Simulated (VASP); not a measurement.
Wanted: an ASE script for a VASP 6.6.1 run.

| Item | Value |
| --- | --- |
| Task | density of states |
| Functional | TPSS |
| Dispersion | TS |
| Potentials or basis | VASP PAW PBE potentials, release 64 (Cs_sv, H) |
| Cutoff | 520 eV |
| k mesh | 7 × 7 × 7 |
| Occupations | tetrahedron |
| Spin | no spin polarisation |
| Further INCAR settings | LASPH = .FALSE.; ALGO = Conjugate; EDIFF = 1.00e-06 |

Crystal: CsH.

```xyz
2
Lattice="3.8184 0.0000 0.0000 0.0000 3.8184 0.0000 0.0000 0.0000 3.8184" Properties=species:S:1:pos:R:3 pbc="T T T"
Cs    0.0000    0.0000    0.0000
H     1.9092    1.9092    1.9092
```

The cell comes from a database or a generator and needn't be the stable form of this composition.

These files were run (other wordings do the same):

run.py

```python
from ase import Atoms
from ase.calculators.vasp import Vasp
from ase.dft.dos import DOS

atoms = Atoms(
    ['Cs', 'H'],
    cell=[[3.81840854, 0.0, 0.0], [0.0, 3.81840854, 0.0], [0.0, 0.0, 3.81840854]],
    scaled_positions=[[0.0, 0.0, 0.0], [0.5, 0.5, 0.5]],
    pbc=True,
)
calc = Vasp(
    directory='calc',
    xc='tpss',
    pp='PBE',
    setups='recommended',
    prec='Accurate',
    encut=520,
    ediff=1e-06,
    ismear=-5,
    sigma=0.05,
    lreal=False,
    lasph=False,
    nelm=60,
    algo='Conjugate',
    isif=2,
    lwave=False,
    lcharg=False,
    lmixtau=True,
    ivdw=2,
    lorbit=10,
    kpts=[7, 7, 7],
    gamma=True,
)
atoms.calc = calc

print('energy (eV):', atoms.get_potential_energy())
print('free energy (eV):', atoms.get_potential_energy(force_consistent=True))
print('forces (eV/A):')
print(atoms.get_forces())
print('stress (eV/A^3, Voigt):', atoms.get_stress())
print('Fermi level (eV):', calc.get_fermi_level())
dos = DOS(calc, width=0.1, window=(-10, 10), npts=201)
print('E - E_F (eV), DOS (1/eV)')
for e, g in zip(dos.get_energies(), dos.get_dos()):
    print(f'{e:8.3f} {g:10.4f}')
```

Potentials or basis: VASP PAW PBE potentials, release 64 (Cs_sv, H).

Run with:

```console
$ python run.py
```

It gave:

The pressure is -22.2 GPa, the band gap on the k mesh is 3.38 eV, indirect (least direct gap 3.44 eV) and the valence electrons inside the program's atomic spheres are Cs 6.59; H 0.48. The hirshfeld charges are Cs +0.28; H -0.28 e. The dispersion energy per atom is -2.405 eV.

Caveat: so large a pressure means that the cell lies far from this level's equilibrium, or that cutoff or potentials fall short; the potentials were made for another functional, which shifts forces and pressure; spin-orbit coupling is left out, which moves the levels of the heavy elements; an odd mesh through Γ misses points on the zone boundary, where band edges often lie.

Run time: 23 s on 1 thread of Intel(R) Xeon(R) 6975P-C (Granite Rapids), with other jobs on the host, peak memory 0.16 GiB.
